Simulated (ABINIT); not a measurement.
# AlN (P6_3mc) in ABINIT: band structure with PBEsol

Aim: the band structure of AlN with PBEsol.

All numbers are computed with ABINIT 10.8.3 (patched build); they aren't measurements. Logs are shortened: lines on timing, memory, paths and dates and some standing lists are left out, and cuts for length are marked. The log counts tension as positive stress, the text compression.

**What was measured.**

“Self-assembly of well-separated AlN nanowires directly on sputtered metallic TiN films”, 2019, arxiv:1910.07391 quotes, for a bulk crystal of AlN at 10 K: band gap 6.034 eV (an exciton energy, a little under the gap).

The runs below are set against these values where they give the same quantity.

## Step 1: Starting point

The structure is hexagonal, space group P6_3mc (No. 186). The conventional cell has a = 3.113 Å, b = 3.113 Å, c = 4.981 Å, α = 90.00°, β = 90.00°, γ = 120.00°. Al (site symmetry 3m) has 4 N at 1.89 Å as nearest neighbours. Around N (site symmetry 3m) lie 4 Al at 1.89 Å.

## Step 2: Band structure, PBEsol

Contents of run.abi:

```
ndtset 2

pp_dirpath "./"
pseudos "Al.upf, N.upf"

acell 5.882717426 5.882717426 9.4127258268
rprim
     1.0000000000     0.0000000000     0.0000000000
    -0.5000000000     0.8660254038     0.0000000000
     0.0000000000     0.0000000000     1.0000000000
ntypat 2
znucl 13 7
natom 4
typat 1 1 2 2
xred
     0.6666666667     0.3333333333     0.5000000000
     0.3333333333     0.6666666667     0.0000000000
     0.6666666667     0.3333333333     0.8800000000
     0.3333333333     0.6666666667     0.3800000000

ecut 42.0

ixc -116133

occopt 3
tsmear 0.00183747

nstep 100

iomode 3
prtwf 0
prteig 0
prtebands 0
prtden1 1
prtvha1 1
prtvclmb1 1
prtpot1 1
prtelf1 1

kptopt1 1
ngkpt1 10 10 6
nshiftk1 1
shiftk1 0.0 0.0 0.0
nband1 12
tolvrs1 1.0e-10

iscf2 -2
getden2 1
nband2 16
nbdbuf2 2
tolwfr2 1.0e-12
kptopt2 -7
ndivsm2 5
prteig2 1
kptbounds2
     0.0000000000     0.0000000000     0.0000000000
     0.5000000000     0.0000000000     0.0000000000
     0.3333333333     0.3333333333     0.0000000000
     0.0000000000     0.0000000000     0.0000000000
     0.0000000000     0.0000000000     0.5000000000
     0.5000000000     0.0000000000     0.5000000000
     0.3333333333     0.3333333333     0.5000000000
     0.0000000000     0.0000000000     0.5000000000
```

Potentials or basis: PseudoDojo NC SR PBEsol v0.4 stringent.

Command:

```console
$ abinit run.abi > log 2>&1
```

run.abo:

```text
.Version 10.8.3 of ABINIT
 DATASET    1 : space group P6_3 m c (#186); Bravais hP (primitive hexag.)
================================================================================
 Values of the parameters that define the memory need for DATASET  1.
     intxc =       0    ionmov =       0      iscf =       7    lmnmax =       6
     lnmax =       6     mgfft =      60  mpssoang =       3    mqgrid =    3001
     natom =       4  nloc_mem =       1    nspden =       1   nspinor =       1
    nsppol =       1      nsym =      12    n1xccc =    2501    ntypat =       2
    occopt =       3   xclevel =       2
       mpw =        3694          nfft =       77760          nkpt =          56
================================================================================
================================================================================

 DATASET    2 : space group P6_3 m c (#186); Bravais hP (primitive hexag.)
================================================================================
 Values of the parameters that define the memory need for DATASET  2.
     intxc =       0    ionmov =       0      iscf =      -2    lmnmax =       6
     lnmax =       6     mgfft =      60  mpssoang =       3    mqgrid =    3001
     natom =       4  nloc_mem =       1    nspden =       1   nspinor =       1
    nsppol =       1      nsym =      12    n1xccc =    2501    ntypat =       2
    occopt =       3   xclevel =       2
       mpw =        3702          nfft =       77760          nkpt =          56
================================================================================
================================================================================

--------------------------------------------------------------------------------
------------- Echo of variables that govern the present computation ------------
--------------------------------------------------------------------------------
 -outvars: echo values of preprocessed input variables --------
            acell      5.8827174260E+00  5.8827174260E+00  9.4127258268E+00 Bohr
              amu      2.69815390E+01  1.40067400E+01
             ecut      4.20000000E+01 Hartree
           getden1          0
           getden2          1
             iscf1          7
             iscf2         -2
                       outvar_i_n : Printing only first  50 k-points.
              ixc     -116133
           jdtset        1    2
                       outvar_i_n : Printing only first  50 k-points.
           kptopt1          1
           kptopt2         -7
[... 653 lines left out ...]
       0.333333333333      0.666666666667      0.380000000000

 cartesian coordinates (angstrom) at end:
    1      1.55649999895463     0.89864569340626     2.49049999832074
    2     -0.00000000000000     1.79729138681251     0.00000000000000
    3      1.55649999895463     0.89864569340626     4.38327999704451
    4     -0.00000000000000     1.79729138681251     1.89277999872377
 length scales=  5.882717426000  5.882717426000  9.412725826800 bohr
              =  3.112999997909  3.112999997909  4.980999996641 angstroms
 Eigenvalues (hartree) for nkpt=  56  k points:
 kpt#   1, nband= 16, wtk=  1.00000, kpt=  0.0000  0.0000  0.0000 (reduced coord)
  -0.34058   -0.26014   -0.00661    0.18471    0.18471    0.20884    0.20884    0.21547
   0.36747    0.45689    0.60067    0.62214    0.62214    0.69537    0.69583    0.69583
 kpt#   2, nband= 16, wtk=  1.00000, kpt=  0.0556  0.0000  0.0000 (reduced coord)
  -0.33912   -0.25930   -0.00488    0.17765    0.18268    0.20148    0.20868    0.21490
   0.37486    0.46326    0.59465    0.61084    0.62636    0.69012    0.69752    0.69752
 kpt#   3, nband= 16, wtk=  1.00000, kpt=  0.1111  0.0000  0.0000 (reduced coord)
  -0.33477   -0.25688    0.00029    0.15844    0.17731    0.18359    0.20785    0.21288
   0.39291    0.47930    0.57681    0.58765    0.63858    0.67752    0.69049    0.69572
 kpt#   4, nband= 16, wtk=  1.00000, kpt=  0.1667  0.0000  0.0000 (reduced coord)
  -0.32771   -0.25317    0.00878    0.13182    0.16102    0.17004    0.20593    0.20911
   0.41452    0.49581    0.54854    0.57112    0.65651    0.66656    0.66697    0.68244
 kpt#   5, nband= 16, wtk=  1.00000, kpt=  0.2222  0.0000  0.0000 (reduced coord)
  -0.31825   -0.24870    0.02036    0.10263    0.13716    0.16214    0.20303    0.20317
   0.43356    0.49786    0.51912    0.57370    0.64592    0.65821    0.65970    0.68759
 kpt#   6, nband= 16, wtk=  1.00000, kpt=  0.2778  0.0000  0.0000 (reduced coord)
  -0.30688   -0.24424    0.03465    0.07438    0.11409    0.15457    0.19458    0.19964
[... 137 lines left out ...]
  -0.29037   -0.29037    0.07905    0.07905    0.16064    0.16064    0.17883    0.17883
   0.46780    0.46780    0.55232    0.55232    0.63791    0.63791    0.67463    0.67463
 kpt#  53, nband= 16, wtk=  1.00000, kpt=  0.0909  0.0909  0.5000 (reduced coord)
  -0.29756   -0.29756    0.08714    0.08714    0.17002    0.17002    0.18630    0.18630
   0.46837    0.46837    0.55413    0.55413    0.64313    0.64313    0.65995    0.65995
 kpt#  54, nband= 16, wtk=  1.00000, kpt=  0.0606  0.0606  0.5000 (reduced coord)
  -0.30300   -0.30300    0.09095    0.09095    0.18196    0.18196    0.19196    0.19196
   0.46176    0.46176    0.56601    0.56601    0.64323    0.64323    0.64647    0.64647
 kpt#  55, nband= 16, wtk=  1.00000, kpt=  0.0303  0.0303  0.5000 (reduced coord)
  -0.30637   -0.30637    0.09222    0.09222    0.19231    0.19231    0.19533    0.19533
   0.45344    0.45344    0.58225    0.58225    0.63695    0.63695    0.63844    0.63844
 kpt#  56, nband= 16, wtk=  1.00000, kpt=  0.0000  0.0000  0.5000 (reduced coord)
  -0.30751   -0.30751    0.09247    0.09247    0.19643    0.19643    0.19643    0.19643
   0.44980    0.44980    0.59110    0.59110    0.63386    0.63386    0.63386    0.63386

== END DATASET(S) ==============================================================
================================================================================

 -outvars: echo values of variables after computation  --------
            acell      5.8827174260E+00  5.8827174260E+00  9.4127258268E+00 Bohr
           etotal1    -2.5529860011E+01
            fcart1     1.8308853057E-28  1.0570621241E-28 -2.5675441483E-03
                      -1.8308853057E-28 -1.0570621241E-28 -2.5675441483E-03
                      -0.0000000000E+00 -0.0000000000E+00  2.5675441483E-03
                      -0.0000000000E+00 -0.0000000000E+00  2.5675441483E-03
            rprim      1.0000000000E+00  0.0000000000E+00  0.0000000000E+00
                      -5.0000000000E-01  8.6602540380E-01  0.0000000000E+00
                       0.0000000000E+00  0.0000000000E+00  1.0000000000E+00
           strten1     1.3084393050E-05  1.3084392963E-05 -3.9152226756E-05
                       0.0000000000E+00  0.0000000000E+00  0.0000000000E+00
           xangst      1.5564999990E+00  8.9864569341E-01  2.4904999983E+00
                      -2.5325496290E-17  1.7972913868E+00  0.0000000000E+00
                       1.5564999990E+00  8.9864569341E-01  4.3832799970E+00
                      -2.5325496290E-17  1.7972913868E+00  1.8927799987E+00
             xred      6.6666666667E-01  3.3333333333E-01  5.0000000000E-01
                       3.3333333333E-01  6.6666666667E-01  0.0000000000E+00
                       6.6666666667E-01  3.3333333333E-01  8.8000000000E-01
                       3.3333333333E-01  6.6666666667E-01  3.8000000000E-01
 Calculation completed.
```

Run time: 3.8 min. Hardware: 1 thread of Arm Neoverse N1, shared host; peak memory 0.12 GiB.

What came out:

```yaml
Free_energy: -694.7029 eV
Pressure: 0.1 GPa
Largest_force: 0.132 eV/Å
Band_gap_on_the_k_mesh: 4.14 eV, direct
Band_gap_along_the_path: 4.14 eV, direct
Valence_electrons_inside_the_program's_atomic_spheres: Al 1.10; N 5.36
```

Forces on the atoms (eV/Å):
```
Al   0.000  0.000 -0.132
Al   0.000  0.000 -0.132
N    0.000  0.000  0.132
N    0.000  0.000  0.132
```

Levels at the corners of the path, in eV from the valence-band top:
```
point  band 6  band 7  band 8  band 9  band 10  band 11
    Γ   -0.18   -0.18    0.00    4.14     6.57    10.48
    M   -2.08   -1.80   -0.66    5.69     5.70     8.10
    K   -2.45   -2.40   -2.40    4.91     8.26     9.59
    Γ   -0.18   -0.18    0.00    4.14     6.57    10.48
    A   -0.52   -0.52   -0.52    6.38     6.38    10.22
    L   -1.45   -1.37   -1.37    5.20     5.20     9.19
    H   -3.89   -0.79   -0.79    7.31     7.31     7.76
    A   -0.52   -0.52   -0.52    6.38     6.38    10.22
```

## Step 3: How close it comes

Step 2. Measured gap of AlN: 6.034 eV (an exciton energy, a little under the gap; 10 K; quoted in “Self-assembly of well-separated AlN nanowires directly on sputtered metallic TiN films”, 2019, arxiv:1910.07391). This calculation gives 4.14 eV (-1.90 eV). 2 values of this kind are on record (6.034 to 6.0343 eV); this one was drawn at random. The value is that of PBEsol, without temperature or zero-point motion. Semilocal functionals fall short of measured gaps as a rule.
